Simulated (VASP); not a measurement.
# Sn2Ge3 (Cmmm) in VASP: notebook

The runs below take Sn2Ge3 through relaxation of cell and atoms, with PBE.

Everything below comes from runs of VASP 6.6.1. Logs are shortened: lines on timing, memory, paths and dates and some standing lists are left out, and cuts for length are marked.

**1. The structure**

Symmetry: Cmmm, No. 65, orthorhombic system. Conventional cell: a = 4.615 Å, b = 5.942 Å, c = 9.759 Å, α = 90.00°, β = 90.00°, γ = 90.00°. Sn (site symmetry mmm) has 2 Ge at 2.31 Å as nearest neighbours. Around Sn (site symmetry mmm) lie 4 Ge at 3.03 Å. Around Ge (site symmetry mm2) lie 3 Sn at 2.92 to 3.03 Å. Ge (site symmetry mmm) is surrounded by 2 Sn at 2.31 Å.

The cell was built by a generator and needn't be a form met in nature.

**2. Relaxation of cell and atoms, PBE**

File INCAR:

```
ALGO = Fast
EDIFF = 1E-4
EDIFFG = -0.08
ENCUT = 520
GGA = PE
IBRION = 2
ISIF = 3
ISMEAR = 0
LASPH = True
LCHARG = False
LREAL = False
LWAVE = False
NELM = 60
NSW = 24
PREC = Normal
SIGMA = 0.15
```

File KPOINTS:

```
k-points
0
Gamma
  5 5 2
```

File POSCAR:

```
Sn2Ge3
1.0
    2.3074391900     -2.9710402700      0.0000000000
    2.3074391900      2.9710402700      0.0000000000
    0.0000000000      0.0000000000      9.7588913100
Sn Ge
2 3
Direct
    0.5000000000      0.5000000000      0.0000000000
    0.0000000000      0.0000000000      0.5000000000
    0.5000000000      0.5000000000      0.2993159400
    0.5000000000      0.5000000000      0.7006840600
    0.0000000000      0.0000000000      0.0000000000
```

Potentials or basis: VASP PAW PBE potentials, release 64 (Sn_d, Ge_d).

Launch:

```sh
$ cat potpaw_PBE.64/Sn_d/POTCAR potpaw_PBE.64/Ge_d/POTCAR > POTCAR
$ mpirun -np 1 vasp_std > vasp.out
```

OUTCAR:

```text
EDIFF = 1E-4
   EDIFFG = -0.08
   ENCUT = 520
   GGA = PE
   IBRION = 2
   ISIF = 3
   ISMEAR = 0
   LASPH = True
   LREAL = False
   NELM = 60
   NSW = 24
   PREC = Normal

 ion  position               nearest neighbor table
   1  0.500  0.500  0.000-   5 2.31   5 2.31   3 2.92   4 2.92   5 2.97   5 2.97
   2  0.000  0.000  0.500-   3 3.03   4 3.03   3 3.03   4 3.03
   3  0.500  0.500  0.299-   1 2.92   2 3.03   2 3.03
   4  0.500  0.500  0.701-   1 2.92   2 3.03   2 3.03
   5  0.000  0.000  0.000-   1 2.31   1 2.31   1 2.97   1 2.97

  LATTYP: Found a base centered orthorhombic cell.
 ALAT       =     4.6148783800
 B/A-ratio  =     1.2875920123
 C/A-ratio  =     2.1146583954

  Lattice vectors:

 A1 = (   2.3074391900,  -2.9710402700,   0.0000000000)
 A2 = (   2.3074391900,   2.9710402700,   0.0000000000)
 A3 = (   0.0000000000,   0.0000000000,   9.7588913100)

Analysis of symmetry for initial positions (statically):
=====================================================================
 Subroutine PRICEL returns:
 Original cell was already a primitive cell.

 Routine SETGRP: Setting up the symmetry group for a
 base centered orthorhombic supercell.

 Subroutine GETGRP returns: Found  8 space group operations
 (whereof  8 operations were pure point group operations)
 out of a pool of  8 trial point group operations.

The static configuration has the point symmetry D_2h.

Analysis of symmetry for dynamics (positions and initial velocities):
=====================================================================
 Subroutine PRICEL returns:
 Original cell was already a primitive cell.

 Routine SETGRP: Setting up the symmetry group for a
 base centered orthorhombic supercell.

 Subroutine GETGRP returns: Found  8 space group operations
 (whereof  8 operations were pure point group operations)
 out of a pool of  8 trial point group operations.

The dynamic configuration has the point symmetry D_2h.

 Subroutine INISYM returns: Found  8 space group operations
 (whereof  8 operations are pure point group operations),
 and found     1 'primitive' translations

----------------------------------------------------------------------------------------

                                     Primitive cell

  volume of cell :     133.8041

  direct lattice vectors                    reciprocal lattice vectors
     2.307439190 -2.971040270  0.000000000     0.216690434 -0.168291223  0.000000000
     2.307439190  2.971040270  0.000000000     0.216690434  0.168291223  0.000000000
     0.000000000  0.000000000  9.758891310     0.000000000  0.000000000  0.102470657

  length of vectors
     3.761828797  3.761828797  9.758891310     0.274365960  0.274365960  0.102470657

  position of ions in fractional coordinates (direct lattice)
     0.500000000  0.500000000  0.000000000
     0.000000000  0.000000000  0.500000000
     0.500000000  0.500000000  0.299315940
     0.500000000  0.500000000  0.700684060
     0.000000000  0.000000000  0.000000000

  ion indices of the primitive-cell ions
   primitive index   ion index
                 1           1
                 2           2
                 3           3
                 4           4
                 5           5

----------------------------------------------------------------------------------------

 KPOINTS: k-points

Automatic generation of k-mesh.
 Grid dimensions read from file:
 generate k-points for:    5    5    2

 Generating k-lattice:

  Cartesian coordinates                     Fractional coordinates (reciprocal lattice)
     0.043338087 -0.033658245  0.000000000     0.200000000  0.000000000  0.000000000
     0.043338087  0.033658245  0.000000000     0.000000000  0.200000000  0.000000000
     0.000000000  0.000000000  0.051235328     0.000000000  0.000000000  0.500000000

  Length of vectors
     0.054873192  0.054873192  0.051235328

  Shift w.r.t. Gamma in fractional coordinates (k-lattice)
     0.000000000  0.000000000  0.000000000

 Subroutine IBZKPT returns following result:
 ===========================================

 Found     18 irreducible k-points:

 Following reciprocal coordinates:
            Coordinates               Weight
  0.000000  0.000000  0.000000      1.000000
  0.200000  0.000000  0.000000      4.000000
  0.400000 -0.000000  0.000000      4.000000
  0.200000  0.200000  0.000000      2.000000
  0.400000  0.200000  0.000000      4.000000
 -0.400000  0.200000  0.000000      4.000000
[... 10 lines left out ...]
  0.400000  0.400000  0.500000      2.000000
 -0.400000  0.400000  0.500000      2.000000
   k-points           NKPTS =     18   k-points in BZ     NKDIM =     18   number of bands    NBANDS=     42
   number of dos      NEDOS =    301   number of ions     NIONS =      5
   total plane-waves  NPLWV =  31104
   dimension x,y,z NGX =    24 NGY =   24 NGZ =   54
   dimension x,y,z NGXF=    48 NGYF=   48 NGZF=  108
   ions per type =               2   3
   NGX,Y,Z   is equivalent  to a cutoff of  10.61, 10.61,  9.20 a.u.
   NGXF,Y,Z  is equivalent  to a cutoff of  21.21, 21.21, 18.40 a.u.
 SYSTEM =  unknown system
   PREC   = normal    normal or accurate (medium, high low for compatibility)
   ISTART =      0    job   : 0-new  1-cont  2-samecut
   ICHARG =      2    charge: 1-file 2-atom 10-const
   ISPIN  =      1    spin polarized calculation?
   LNONCOLLINEAR =      F non collinear calculations
   LSORBIT =      F    spin-orbit coupling
   LASPH  =      T    aspherical Exc in radial PAW
   ENCUT  =  520.0 eV  38.22 Ry    6.18 a.u.   6.99  6.99 18.15*2*pi/ulx,y,z
   NELM   =     60;   NELMIN=  2; NELMDL= -5     # of ELM steps
   EDIFF  = 0.1E-03   stopping-criterion for ELM
   LREAL  =      F    real-space projection
   EDIFFG = -.8E-01   stopping-criterion for IOM
   NSW    =     24    number of steps for IOM
   IBRION =      2    ionic relax: 0-MD 1-quasi-New 2-CG
   NFREE  =      1    steps in history (QN), initial steepest desc. (CG)
   ISIF   =      3    stress and relaxation
   ISYM   =      2    0-nonsym 1-usesym 2-fastsym
   POTIM  = 0.5000    time-step for ionic-motion
   TEBEG  =    0.0;   TEEND  =   0.0 temperature during run
   PSTRESS=    0.0 pullay stress
   NELECT =      70.0000    total number of electrons
   NUPDOWN=      -1.0000    fix difference up-down
   EMIN   =  10.00;   EMAX   =-10.00  energy-range for DOS
   EFERMI =   0.00;   METHOD = LEGACY
   ISMEAR =     0;   SIGMA  =   0.15  broadening in eV -4-tet -1-fermi 0-gaus
   EFERMI_NEDOS =   21; number of points for ismear=-14 and -15
   IALGO  =     68    algorithm
   IMIX   =      4    mixing-type and parameters
     AMIX     =   0.40;   BMIX     =  1.00
     AMIX_MAG =   1.60;   BMIX_MAG =  1.00
  volume/ion in A,a.u.               =      26.76       180.59
  Fermi-wavevector in a.u.,A,eV,Ry     =   1.319120  2.492776 23.675205  1.740078
  Thomas-Fermi vector in A             =   2.449041
   LORBIT       =      0    0 simple, 1 ext, 2 COOP (PROOUT), +10 PAW based schemes
   GGA     = PE    functional components
   LHFCALC =     F    Hartree Fock is set to
   AEXX    =    0.0000 exact exchange contribution
   IVDW    =     0    specifies the selected vdW correction
   LEPSILON=     F    determine dielectric tensor
   LRPA    =     F    only Hartree local field effects (RPA)
 conjugate gradient relaxation of ions
 non-spin polarized calculation
 RMM-DIIS sequential band-by-band and
 Gauss-broadening in eV      SIGMA  =   0.15
  energy-cutoff  :      520.00
  volume of cell :      133.80
 maximum number of plane-waves:      3636
   NGX = 13   NGY = 13   NGZ = 37

--------------------------------------- Ionic step        1  -------------------------------------------

 number of electron      70.0000068 magnetization

 Free energy of the ion-electron system (eV)
  ---------------------------------------------------
  ext. energy  EPLUGINS =         0.00000000
  ---------------------------------------------------
  free energy    TOTEN  =       -17.19480359 eV

  energy without entropy =      -17.14662893  energy(sigma->0) =      -17.17071626

------------------------ aborting loop because EDIFF is reached ----------------------------------------

  FORCE on cell =-STRESS in cart. coord.  units (eV):
  Direction    XX          YY          ZZ          XY          YZ          ZX
  --------------------------------------------------------------------------------------
  -------------------------------------------------------------------------------------
  Total       20.1528751     -3.4200614     -3.9341155      0.0000000      0.0000000      0.0000000
  in kB      241.3116654    -40.9520088    -47.1073213      0.0000000      0.0000000      0.0000000
  external PRESSURE =      51.0841117 kB  Pullay stress =       0.0000000 kB
[... 98 lines left out ...]
  FREE ENERGIE OF THE ION-ELECTRON SYSTEM (eV)
  ---------------------------------------------------
  free  energy   TOTEN  =       -18.6460657711 eV

  energy  without entropy=      -18.6084932760  energy(sigma->0) =      -18.62727952

 E-fermi :   4.5720     XC(G=0):  -9.3891

 val. band max:        4.4743751750   @ k =   0.0000   0.0000   0.5000
 cond. band min:       4.5774325352   @ k =   0.4000   0.2000   0.0000
 fundamental gap:      0.1030573602
 Fermi energy:         4.5719940006

 k-point     1 :       0.0000    0.0000    0.0000
  band No.  band energies     occupation
      1     -20.3345      2.00000
      2     -20.3343      2.00000
      3     -20.3340      2.00000
      4     -20.3334      2.00000
      5     -20.3252      2.00000
      6     -20.3169      2.00000
[... 799 lines left out ...]
     41       6.7834      0.00000
     42       7.1739      0.00000

 E-fermi :   5.7821     XC(G=0): -10.0259

 val. band max:        5.7292856285   @ k =   0.4000   0.2000   0.0000
 cond. band min:       5.8663242835   @ k =   0.2000   0.0000   0.5000
 fundamental gap:      0.1370386550
 Fermi energy:         5.7821141740

 k-point     1 :       0.0000    0.0000    0.0000
  band No.  band energies     occupation
      1     -19.0630      2.00000
      2     -19.0226      2.00000
      3     -19.0216      2.00000
      4     -19.0184      2.00000
      5     -18.9779      2.00000
      6     -18.9087      2.00000
[... 799 lines left out ...]
     41       8.9535      0.00000
     42       9.3602      0.00000

[... ionic steps 4 to 19 ...]

--------------------------------------- Ionic step       20  -------------------------------------------

 number of electron      70.0000194 magnetization

------------------------ aborting loop because EDIFF is reached ----------------------------------------
[... 73 lines left out ...]
--------------------------------------- Ionic step       22  -------------------------------------------

 number of electron      70.0000205 magnetization

 Free energy of the ion-electron system (eV)
  ---------------------------------------------------
  ext. energy  EPLUGINS =         0.00000000
  ---------------------------------------------------
  free energy    TOTEN  =       -19.13373424 eV

  energy without entropy =      -19.10724431  energy(sigma->0) =      -19.12048928

 E-fermi :   5.5492     XC(G=0):  -9.9480

 val. band max:        5.4886017487   @ k =   0.4000   0.2000   0.0000
 cond. band min:       5.5590915036   @ k =   0.2000   0.0000   0.5000
 fundamental gap:      0.0704897550
 Fermi energy:         5.5492283412

 k-point     1 :       0.0000    0.0000    0.0000
  band No.  band energies     occupation
      1     -19.2546      2.00000
      2     -19.2154      2.00000
      3     -19.2153      2.00000
      4     -19.2025      2.00000
      5     -19.1666      2.00000
      6     -19.0641      2.00000
[... 831 lines left out ...]
  FREE ENERGIE OF THE ION-ELECTRON SYSTEM (eV)
  ---------------------------------------------------
  free  energy   TOTEN  =       -19.1337342424 eV

  energy  without entropy=      -19.1072443133  energy(sigma->0) =      -19.12048928

 reached required accuracy - stopping structural energy minimisation
```

Run time: 8.5 min. Hardware: 1 thread of Intel Xeon Platinum 8375C at 2.90GHz (Ice Lake), shared host; peak memory 0.23 GiB.

What came out:

| Property | Result |
| --- | --- |
| Free energy | -19.1337 eV |
| Relaxed volume | 26.03 Å³/atom |
| Relaxed cell | a = 3.840 Å, b = 3.840 Å, c = 8.825 Å, α = 90.00°, β = 90.00°, γ = 90.30° |
| Space group after relaxing (to 0.05 Å) | P4/mmm (No. 123) |
| Energy gained by relaxing | 387.8 meV/atom |
| Ionic steps | 22 |
| Pressure after relaxing | -0.3 GPa |
| Largest force after relaxing | 0.004 eV/Å |
| Band gap on the k mesh | none (metal or under the smearing width) |

Forces in eV/Å, atoms in the order of the input:
```
Sn   0.000  0.000  0.000
Sn   0.000  0.000  0.000
Ge   0.000  0.000 -0.004
Ge   0.000  0.000  0.004
Ge   0.000  0.000  0.000
```

Stress tensor (GPa, compression positive):
```
-0.11  0.00  0.00
 0.00 -0.41  0.00
 0.00  0.00 -0.45
```

The path:
```tsv
step	energy change (eV)	largest force (eV/Å)	pressure (GPa)	volume (Å³)
1	0.0000	0.5568	5.11	133.80
2	-1.4599	0.5610	-4.45	148.68
3	-1.4513	0.6120	-3.68	147.03
4	-1.4581	0.5633	-3.82	147.76
5	-1.7773	0.6987	-1.12	134.89
6	-1.7948	0.7293	-0.75	132.47
7	-1.7745	0.8479	1.70	127.69
8	-1.7967	0.7904	-0.32	131.25
9	-1.8613	0.5678	0.29	128.97
10	-1.8868	0.3102	1.69	126.29
11	-1.9229	0.1430	0.30	128.02
12	-1.9316	0.0655	-0.09	128.84
13	-1.9343	0.0356	-0.69	130.49
14	-1.9350	0.0422	0.40	129.60
15	-1.9352	0.0385	-0.25	130.08
16	-1.9353	0.0333	0.67	129.84
17	-1.9353	0.0275	-0.87	130.00
18	-1.9353	0.0229	0.16	129.92
19	-1.9380	0.0304	-0.38	130.05
20	-1.9388	0.0426	-0.38	130.12
21	-1.9385	0.0709	-0.53	130.25
22	-1.9389	0.0039	-0.32	130.15
```

Final structure:
```
Sn Ge
1.0
     2.70840   -2.72264    0.00000
     2.70840    2.72264    0.00000
     0.00000    0.00000    8.82471
Sn Ge
2 3
Direct
  0.50000 0.50000 0.00000
  0.00000 0.00000 0.50000
  0.50000 0.50000 0.32489
  0.50000 0.50000 0.67511
  0.00000 0.00000 0.00000
```

Caveat: the relaxation stopped at a loose force limit of 0.08 eV/Å, so its end isn't a converged minimum.

**3. Relaxation of cell and atoms, PBE**

This run uses another cell than the first one, of 21.47 Å³/atom, 0.802 times its volume.

INCAR is that of step 2.

File KPOINTS:

```
k-points
0
Gamma
  4 4 3
```

File POSCAR:

```
Sn2Ge3
1.0
    4.6561982500      0.0000000000      0.0000000000
   -2.3280991200      4.0323859700      0.0000000000
    0.0000000000      0.0000000000      5.7176427300
Sn Ge
2 3
Direct
    0.6666666700      0.3333333300      0.5000000000
    0.3333333300      0.6666666700      0.0000000000
    0.0000000000      0.0000000000      0.7454000100
    0.0000000000      0.0000000000      0.2545999900
    0.6666666700      0.3333333300      0.0000000000
```

Potentials or basis: VASP PAW PBE potentials, release 64 (Sn_d, Ge_d).

Launch:

```sh
$ cat potpaw_PBE.64/Sn_d/POTCAR potpaw_PBE.64/Ge_d/POTCAR > POTCAR
$ mpirun -np 1 vasp_std > vasp.out
```

Run time: 92 s. Hardware: 1 thread of Intel Xeon Platinum 8375C at 2.90GHz (Ice Lake), shared host; peak memory 0.18 GiB.

Results (log left out):

```
Free energy                            : -19.9154 eV
Relaxed volume                         : 24.73 Å³/atom
Relaxed cell                           : a = 4.965 Å, b = 4.965 Å, c = 5.794 Å, α = 90.00°, β = 90.00°, γ = 120.00°
Space group after relaxing (to 0.05 Å) : P-6m2 (No. 187)
Energy gained by relaxing              : 122.7 meV/atom
Ionic steps                            : 8
Pressure after relaxing                : 0.4 GPa
Largest force after relaxing           : 0.078 eV/Å
Band gap on the k mesh                 : none (metal or under the smearing width)
```

Forces in eV/Å, atoms in the order of the input:
```
Sn   0.000  0.000  0.000
Sn   0.000  0.000  0.000
Ge   0.000  0.000  0.078
Ge   0.000  0.000 -0.078
Ge   0.000  0.000  0.000
```

Stress tensor (GPa, compression positive):
```
0.32 0.00 0.00
0.00 0.32 0.00
0.00 0.00 0.42
```

The path:
| step | energy change (eV) | largest force (eV/Å) | pressure (GPa) | volume (Å³) |
| --- | --- | --- | --- | --- |
| 1 | 0.0000 | 0.2912 | 11.03 | 107.35 |
| 2 | -0.5427 | 0.1485 | -2.55 | 131.88 |
| 3 | -0.6074 | 0.0928 | -0.03 | 124.95 |
| 4 | -0.6071 | 0.1135 | -0.52 | 125.40 |
| 5 | -0.6126 | 0.1003 | -0.36 | 124.94 |
| 6 | -0.6127 | 0.1023 | -0.22 | 124.82 |
| 7 | -0.6127 | 0.1253 | -0.40 | 124.85 |
| 8 | -0.6137 | 0.0782 | 0.36 | 123.67 |

Final structure:
```xyz
5
Lattice="4.9646 0.0000 0.0000 -2.4823 4.2995 0.0000 0.0000 0.0000 5.7935" Properties=species:S:1:pos:R:3 pbc="T T T"
Sn    2.4823    1.4332    2.8968
Sn    0.0000    2.8663    0.0000
Ge    2.4823    4.2995    4.3200
Ge    0.0000    0.0000    1.4736
Ge    2.4823    1.4332    5.7935
```

Levels at points of the mesh, in eV from the Fermi level:
| k point | band 33 | band 34 | band 35 | band 36 | band 37 | band 38 |
| --- | --- | --- | --- | --- | --- | --- |
| (0.00, 0.00, 0.00) | -1.80 | -1.80 | -1.33 | -0.81 | 1.33 | 1.33 |
| (0.50, 0.00, 0.00) | -3.31 | -0.01 | 0.23 | 0.66 | 0.77 | 2.17 |

Caveat: the k mesh is coarse (spacing up to 0.39 Å⁻¹), so the values aren't converged; the volume moved by over 15 % at a fixed basis, so the end points are rough; the relaxation stopped at a loose force limit of 0.08 eV/Å, so its end isn't a converged minimum.
